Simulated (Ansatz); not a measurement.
Ag, DFT, PBE, all-electron PAW with datasets made for the crystal, scalar-relativistic (Ansatz 0.2.0), run on 1 thread of Intel(R) Xeon(R) Platinum 8259CL CPU @ 2.50GHz (Skylake/Cascade Lake) on a shared host.

The cell comes from COD entry 1509194, which wasn't checked; take it as a given geometry. The listed cell was then made from it by scaling, straining or moving an atom.

Command: `ansatz run input.yaml --threads 1 --pin off --max-ram 4096MiB --backend cpu --events-out ev --progress --plain --runs-dir out`

```yaml
crystal:
  lattice:
    - [2.9428054153, 0.0, 0.0]
    - [-1.4714027076, 2.5485442481, 0.0]
    - [0.0, 0.0, 10.1961282242]
  atoms:
    - { symbol: Ag, position: [0.3333333333, 0.6666666667, 0.25] }
    - { symbol: Ag, position: [0.6666666667, 0.3333333333, 0.75] }
    - { symbol: Ag, position: [0.0, 0.0, 0.0] }
    - { symbol: Ag, position: [0.0, 0.0, 0.5] }
kpoints:
  mp_grid: { grid: [14, 14, 4] }
scf:
  occupations: { method: fermi_dirac, width: 0.08 }
hamiltonian:
  xc: pbe
  pseudopotentials: { kind: all_electron, datasets: crystal }
output:
  forces: true
  stress: true
  eigenvalues: true
  efg: { contact_densities: true }
```

**Question.** How large is the problem that the program sets up?

**Answer.** 72 irreducible k-points, 711 plane waves at Γ, 27 bands.

**Question.** Estimate the wall time and the peak memory.

**Answer.** 29 s of wall time for 9 SCF iterations, with a peak of 0.65 GiB. Times on shared machines scatter by tens of per cent.

**Question.** And the same cell and mesh by PAW (frozen-core files), asked for forces, stress, eigenvalues, efg, write_density, write_potential, elf, on the same hardware?

**Answer.** 21 s, peak memory 0.54 GiB.
